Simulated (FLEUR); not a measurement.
# SnTe (F-43m) in FLEUR: a series of runs

The runs below take SnTe through single point, with PBE.

Everything below comes from runs of FLEUR MaX-R8.1 (later development tree). Logs are shortened: lines on timing, memory, paths and dates and some standing lists are left out, and cuts for length are marked.

### 1 The structure

It takes space group F-43m (No. 216, cubic). The conventional cell has a = 7.222 Å, b = 7.222 Å, c = 7.222 Å, α = 90.00°, β = 90.00°, γ = 90.00°. Te (site symmetry -43m) is surrounded by 4 Sn at 3.13 Å. Around Sn (site symmetry -43m) lie 4 Te at 3.13 Å.

Measurements of this composition are mostly on another form, of space group No. 225.

### 2 Single point, PBE

inp.xml

```xml
<?xml version="1.0" encoding="UTF-8" standalone="no"?>
<fleurInput fleurInputVersion="0.39">
   <comment>
      SnTe                                                                                                
   </comment>
   <calculationSetup>
      <cutoffs Kmax="5.0" Gmax="25.0" GmaxXC="25.0" numbands="0"/>
      <scfLoop itmax="60" minDistance="0.00001" maxIterBroyd="15" imix="Anderson" alpha="0.05" precondParam="0.0" spinf="2.0" sdNocoIR="T"/>
      <coreElectrons ctail="T" frcor="F" kcrel="0" coretail_lmax="0"/>
      <xcFunctional name="pbe" relativisticCorrections="F"/>
      <magnetism jspins="1"/>
      <soc l_soc="F" theta="0.0" phi="0.0" spav="F"/>
      <expertModes spex="0" secvar="F"/>
      <geometryOptimization l_f="F" forcealpha="1.0" forcemix="BFGS" epsdisp="0.00001" epsforce="0.00001"/>
      <ldaU l_linMix="F" mixParam="0.05" spinf="1.0"/>
   </calculationSetup>
   <cell>
      <bzIntegration valenceElectrons="44.0" mode="hist" fermiSmearingEnergy="0.00183747">
         <kPointListSelection listName="default-1"/>
         <!-- k-points included here -->
         <xi:include xmlns:xi="http://www.w3.org/2001/XInclude" href="kpts.xml"> </xi:include>
      </bzIntegration>
      <!-- symmetry operations included here -->
      <xi:include xmlns:xi="http://www.w3.org/2001/XInclude" href="sym.xml"> </xi:include>
      <bulkLattice scale="1.0">
         <bravaisMatrix>
            <row-1>    0.0000000000000000     6.8240769359447917     6.8240769359447917</row-1>
            <row-2>    6.8240769359447917     0.0000000000000000     6.8240769359447917</row-2>
            <row-3>    6.8240769359447917     6.8240769359447917     0.0000000000000000</row-3>
         </bravaisMatrix>
      </bulkLattice>
   </cell>
   <atomSpecies>
      <species name="Tellurium (Te)" element="Te" atomicNumber="52">
         <mtSphere radius="2.66" gridPoints="879" logIncrement="0.015"/>
         <atomicCutoffs lmax="13" lnonsphr="8"/>
         <electronConfig flipSpins="F">
            <coreConfig>(1s1/2) (2s1/2) (2p1/2) (2p3/2) (3s1/2) (3p1/2) (3p3/2) (4s1/2) (3d3/2) (3d5/2)</coreConfig>
            <valenceConfig>(4p1/2) (4p3/2) (5s1/2) (4d3/2) (4d5/2) (5p1/2) (5p3/2)</valenceConfig>
            <stateOccupation state="(5p1/2)" spinUp="0.666667" spinDown="0.666667"/>
            <stateOccupation state="(5p3/2)" spinUp="1.333333" spinDown="1.333333"/>
         </electronConfig>
         <energyParameters s="5" p="5" d="5" f="4"/>
         <lo type="SCLO" l="1" n="4" eDeriv="0"/>
         <lo type="SCLO" l="1" n="4" eDeriv="1"/>
         <lo type="SCLO" l="2" n="4" eDeriv="0"/>
         <lo type="SCLO" l="2" n="4" eDeriv="1"/>
         <lo type="SCLO" l="0" n="5" eDeriv="2"/>
         <lo type="SCLO" l="3" n="4" eDeriv="2"/>
      </species>
      <species name="Tin (Sn)" element="Sn" atomicNumber="50">
         <mtSphere radius="2.66" gridPoints="879" logIncrement="0.015"/>
         <atomicCutoffs lmax="13" lnonsphr="8"/>
         <electronConfig flipSpins="F">
            <coreConfig>(1s1/2) (2s1/2) (2p1/2) (2p3/2) (3s1/2) (3p1/2) (3p3/2) (3d3/2) (3d5/2)</coreConfig>
            <valenceConfig>(4s1/2) (4p1/2) (4p3/2) (5s1/2) (4d3/2) (4d5/2) (5p1/2) (5p3/2)</valenceConfig>
            <stateOccupation state="(5p1/2)" spinUp="0.333333" spinDown="0.333333"/>
            <stateOccupation state="(5p3/2)" spinUp="0.666667" spinDown="0.666667"/>
         </electronConfig>
         <energyParameters s="5" p="5" d="4" f="4"/>
         <lo type="SCLO" l="0" n="4" eDeriv="0"/>
         <lo type="SCLO" l="1" n="4" eDeriv="0"/>
         <lo type="SCLO" l="1" n="4" eDeriv="1"/>
         <lo type="SCLO" l="2" n="4" eDeriv="2"/>
         <lo type="SCLO" l="3" n="4" eDeriv="2"/>
      </species>
   </atomSpecies>
   <atomGroups>
      <atomGroup species="Tellurium (Te)">
         <relPos label="                   1">1.000/4.000 1.000/4.000 1.000/4.000</relPos>
         <force calculate="T" relaxXYZ="TTT"/>
      </atomGroup>
      <atomGroup species="Tin (Sn)">
         <relPos label="                   2">.0000000000 .0000000000 .0000000000</relPos>
         <force calculate="T" relaxXYZ="TTT"/>
      </atomGroup>
   </atomGroups>
   <output dos="F" band="F" slice="F">
      <checks vchk="F" cdinf="F"/>
      <bandDOS minEnergy="-.5*Htr" maxEnergy="0.5*Htr" sigma="0.015" storeEVData="T"/>
      <vacuumDOS vacdos="F" integ="F" star="F" nstars="0" locx1="0.0" locy1="0.0" locx2="0.0" locy2="0.0" nstm="0" tworkf="0.0"/>
      <unfoldingBand unfoldBand="F" supercellX="1" supercellY="1" supercellZ="1"/>
      <plotting iplot="0" polar="F">
         <plot TwoD="T" vec1="  1.0  0.0  0.0" vec2="  0.0  1.0  0.0" vec3="  0.0  0.0  1.0" zero="  0.0  0.0  0.0" file="plot"/>
      </plotting>
      <chargeDensitySlicing numkpt="0" minEigenval="0.0" maxEigenval="0.0" nnne="0" pallst="F"/>
      <specialOutput eonly="F"/>
      <moessbauerParams electricFieldGradient="T" isomerShift="T" coreHyperfine="T" valenceHyperfine="T"/>
      <magneticCircularDichroism mcd="F" energyLo="-10.0" energyUp="0.0"/>
   </output>
  <!-- We include the file relax.xml here to enable relaxations (see documentation) -->
  <xi:include xmlns:xi="http://www.w3.org/2001/XInclude" href="relax.xml"> <xi:fallback/> </xi:include>
</fleurInput>
```

crystal.txt

```
SnTe
&input cartesian=F /
0.0000000000  3.6111460000  3.6111460000
3.6111460000  0.0000000000  3.6111460000
3.6111460000  3.6111460000  0.0000000000
1.8897261246
1.0 1.0 1.0

2
52 0.2500000000  0.2500000000  0.2500000000
50 0.0000000000  0.0000000000  0.0000000000

&kpt div1=7 div2=7 div3=7 gamma=T /
```

Potentials or basis: all-electron, FLAPW.

On the command line:

```sh
$ inpgen -f crystal.txt -profile precise
$ # inp.xml edited to the form shown
$ fleur_MPI
```

The log of the run:

```text
Welcome to FLEUR        (www.flapw.de)
      MaX-Release 8.1          (www.max-centre.eu)

 ========== k-point set info ==========
 Selected k-point list: default-1
 k-point list type: mesh
 7 x 7 x 7
 Number of k points: 20

 ------------Calculation Setup---------------------------
 Number of MPI-tasks      :            1
 Number of PE/node        :            1
 Number of OMP-threads    :            1
 Most efficient MPI parallelization for:
           1           2           4           5          10          20
 Additional eigenvalue parallelization possible
 Number of basis functions:         1447
 Approximate size of matrices (H+S) per k-point:         0.062 GB
 --------------------------------------------------------
 Iteration:     1   Distance:       4.09913266 me/bohr^3
 Iteration:     2   Distance:       3.79830649 me/bohr^3
 Iteration:     3   Distance:       2.02738671 me/bohr^3
 Iteration:     4   Distance:       1.17397700 me/bohr^3
 Iteration:     5   Distance:       0.57032348 me/bohr^3
 Iteration:     6   Distance:       0.08218478 me/bohr^3
 Iteration:     7   Distance:       0.08508235 me/bohr^3
 Iteration:     8   Distance:       0.01114244 me/bohr^3
 Iteration:     9   Distance:       0.00386156 me/bohr^3
 Iteration:    10   Distance:       0.00171388 me/bohr^3
 Iteration:    11   Distance:       0.00035192 me/bohr^3
 Iteration:    12   Distance:       0.00029031 me/bohr^3
 Iteration:    13   Distance:       0.00006118 me/bohr^3
 Iteration:    14   Distance:       0.00001097 me/bohr^3
 Iteration:    15   Distance:       0.00000678 me/bohr^3

 ********************************************************************
 Run finished successfully
 Stop message:
   all done
 ********************************************************************
```

out.xml (last iteration):

```text
<iteration numberForCurrentRun="   15" overallNumber="   15">
         <energyParameters units="Htr">
            <atomicEP atomType="1" spin="1" branch="5s" branchLowest="-5.70" branchHighest="0.22" value="-0.2567332369"/>
            <atomicEP atomType="1" spin="1" branch="5p" branchLowest="-3.86" branchHighest="0.84" value="0.0428046880"/>
            <atomicEP atomType="1" spin="1" branch="5d" branchLowest="-1.18" branchHighest="1.94" value="0.2908483868"/>
            <atomicEP atomType="1" spin="1" branch="4f" branchLowest="-9.99" branchHighest="1.44" value="0.4492066069"/>
            <loAtomicEP atomType="1" spin="1" branch="4p" branchLowest="-29.18" branchHighest="-3.86" value="-3.8764080989"/>
            <loAtomicEP atomType="1" spin="1" branch="4p" branchLowest="-29.18" branchHighest="-3.86" value="-3.8764080989"/>
            <loAtomicEP atomType="1" spin="1" branch="4d" branchLowest="-20.23" branchHighest="-1.18" value="-1.1914527565"/>
            <loAtomicEP atomType="1" spin="1" branch="4d" branchLowest="-20.23" branchHighest="-1.18" value="-1.1914527565"/>
            <loAtomicEP atomType="1" spin="1" branch="5s" branchLowest="-5.70" branchHighest="0.22" value="-0.2567332369"/>
            <loAtomicEP atomType="1" spin="1" branch="4f" branchLowest="-9.99" branchHighest="1.44" value="0.4492070683"/>
            <atomicEP atomType="2" spin="1" branch="5s" branchLowest="-4.62" branchHighest="0.53" value="-0.1247030662"/>
            <atomicEP atomType="2" spin="1" branch="5p" branchLowest="-2.99" branchHighest="1.14" value="0.1018252178"/>
            <atomicEP atomType="2" spin="1" branch="4d" branchLowest="-17.08" branchHighest="-0.62" value="-0.6355102416"/>
            <atomicEP atomType="2" spin="1" branch="4f" branchLowest="-9.99" branchHighest="1.66" value="0.4606206830"/>
            <loAtomicEP atomType="2" spin="1" branch="4s" branchLowest="-30.74" branchHighest="-4.62" value="-4.6194641759"/>
            <loAtomicEP atomType="2" spin="1" branch="4p" branchLowest="-25.36" branchHighest="-2.99" value="-3.0025809492"/>
            <loAtomicEP atomType="2" spin="1" branch="4p" branchLowest="-25.36" branchHighest="-2.99" value="-3.0025809492"/>
            <loAtomicEP atomType="2" spin="1" branch="4d" branchLowest="-17.08" branchHighest="-0.62" value="-0.6482374529"/>
            <loAtomicEP atomType="2" spin="1" branch="4f" branchLowest="-9.99" branchHighest="1.66" value="0.4606227899"/>
         </energyParameters>
         <eigenvalues>
            <eigenvaluesAt spin="1" ikpt="1" k_x="0.00000000" k_y="0.00000000" k_z="0.00000000">
                      -4.6194631548       -3.8648538566       -3.8648538566       -3.8648538566       -2.9941235868
                      -2.9941235868       -2.9941235868       -1.1946018183       -1.1946018183       -1.1946018183
                      -1.1945253830       -1.1945253830       -0.6503372358       -0.6503372358       -0.6503372358
                      -0.6500321562       -0.6500321562       -0.2720423525       -0.0389381121        0.0806691324
                       0.0806691324        0.0806691324        0.1887813491        0.1887813491        0.1887813491
                       0.3035455751        0.3897645338        0.3897645338        0.4319274789        0.4319274789
                       0.4319274789        0.5135714199        0.6735895393        0.6735895393
            </eigenvaluesAt>
            <eigenvaluesAt spin="1" ikpt="2" k_x="0.00000000" k_y="0.00000000" k_z="0.14285714">
                      -4.6194631550       -3.8648538562       -3.8648538562       -3.8648538531       -2.9941235894
                      -2.9941235867       -2.9941235867       -1.1946015885       -1.1946013652       -1.1946013652
                      -1.1945252167       -1.1945252167       -0.6503461449       -0.6503272619       -0.6503272619
                      -0.6500318382       -0.6500318382       -0.2689058044       -0.0537373210        0.0761190156
                       0.0761190156        0.0840549778        0.1952241677        0.1963822920        0.1963822920
                       0.3256956170        0.3733511146        0.3733511146        0.4170607369        0.4682751524
                       0.4682751524        0.5487444738        0.6041957400        0.6253871901
[... 4 lines left out ...]
                      -1.1945248394       -1.1945248394       -0.6503662093       -0.6503061649       -0.6503061649
                      -0.6500298251       -0.6500298251       -0.2609990657       -0.0820242625        0.0676082228
                       0.0676082228        0.0822999088        0.2100536335        0.2100536335        0.2259554363
[... 44 lines left out ...]
            <state n="3" l="2" j="1.5" energy="-17.2761517472" weight="2.0000000000"/>
            <state n="3" l="2" j="2.5" energy="-16.9566353560" weight="3.0000000000"/>
         </coreStates>
         <allElectronCharges>
            <spinDependentCharge spin="1" total="102.0000000" interstitial="3.8355184" mtSpheres="98.1644816"/>
            <totalCharge value="101.9999999964"/>
         </allElectronCharges>
         <moessbauerParams unitsHFF="kG" unitsIS="e/bohr^3" unitsEFG="Htr/bohr^2">
            <coreIsomerShift atomType="1" isTotal="232178.42885">
               <shell n="1" l="0" isomerShift="201660.30510"/>
               <shell n="2" l="0" isomerShift="24008.82439"/>
               <shell n="2" l="1" isomerShift="632.51272"/>
               <shell n="3" l="0" isomerShift="4745.14510"/>
               <shell n="3" l="1" isomerShift="135.56161"/>
               <shell n="4" l="0" isomerShift="996.07991"/>
               <shell n="3" l="2" isomerShift="0.00003"/>
            </coreIsomerShift>
            <coreIsomerShift atomType="2" isTotal="193625.69103">
               <shell n="1" l="0" isomerShift="169345.36997"/>
               <shell n="2" l="0" isomerShift="19846.83796"/>
               <shell n="2" l="1" isomerShift="477.90634"/>
               <shell n="3" l="0" isomerShift="3855.33862"/>
               <shell n="3" l="1" isomerShift="100.23812"/>
               <shell n="3" l="2" isomerShift="0.00002"/>
            </coreIsomerShift>
            <isomerShift atomType="1" nucleusRadius="0.0001189" averageDensity="232297.48556"/>
            <isomerShift atomType="2" nucleusRadius="0.0001161" averageDensity="194486.08640"/>
            <electricFieldGradient atomType="1" VXX="0.00000" VYY="0.00000" VZZ="0.00000" asymParam="0.00000">
            </electricFieldGradient>
            <electricFieldGradient atomType="2" VXX="0.00000" VYY="0.00000" VZZ="0.00000" asymParam="0.00000">
            </electricFieldGradient>
         </moessbauerParams>
         <totalEnergy                                    value="   -12975.9311520266" units="Htr">
            <sumOfEigenvalues                            value="    -7866.9550823890">
               <coreElectrons value="-7797.8282795746"/>
               <valenceElectrons value="-69.1268028145"/>
            </sumOfEigenvalues>
            <densityCoulombPotentialIntegral value="-21113.3845004497"/>
            <densityEffectivePotentialIntegral value="-21559.0338355122"/>
            <chargeDenXCDenIntegral value="-341.4548280640"/>
            <FockExchangeEnergyValence value="0.0000000000"/>
            <FockExchangeEnergyCore value="0.0000000000"/>
            <atomTypeDependentContributions atomType="1">
               <electronNucleiInteractionDifferentMTs value="8241.0719498042"/>
               <MadelungTerm value="-22.3416988635"/>
            </atomTypeDependentContributions>
            <atomTypeDependentContributions atomType="2">
               <electronNucleiInteractionDifferentMTs value="7485.5701810964"/>
               <MadelungTerm value="-20.8789970967"/>
            </atomTypeDependentContributions>
            <tkbTimesEntropy value="0.0000429350"/>
            <freeEnergy value="-12975.9311949616"/>
            <extrapolationTo0K value="-12975.9311734941"/>
         </totalEnergy>
         <densityConvergence units="me/bohr^3">
            <chargeDensity spin="1" distance="0.0000067759"/>
         </densityConvergence>
      </iteration>
```

Run time: 6.7 min. Hardware: 1 thread of Intel Xeon 6975P-C (Granite Rapids), shared host; peak memory 0.25 GiB.

What came out:

* Free energy: -353093.0756 eV
* Band gap on the k mesh: 0.33 eV, indirect (least direct gap 0.83 eV)
* Valence electrons inside the program's atomic spheres: Te 20.10; Sn 20.07 (radii Te 2.66, Sn 2.66 bohr)

Core levels (eV from the Fermi level):
| atom | levels |
| --- | --- |
| 1 Te | 1s1/2 -31602.7, 2s1/2 -4840.7, 2p1/2 -4534.9, 2p3/2 -4260.4, 3s1/2 -959.4, 3p1/2 -833.8, 3p3/2 -782.6, 4s1/2 -159.3, 3d3/2 -561.0, 3d5/2 -550.3 |
| 2 Sn | 1s1/2 -28991.8, 2s1/2 -4372.2, 2p1/2 -4083.6, 2p3/2 -3853.0, 3s1/2 -840.6, 3p1/2 -723.4, 3p3/2 -681.3, 3d3/2 -474.3, 3d5/2 -465.6 |

Caveat: spin-orbit coupling is left out, which moves the levels of the heavy elements; an odd mesh through Γ misses points on the zone boundary, where band edges often lie.

[end of part 1 of 2]
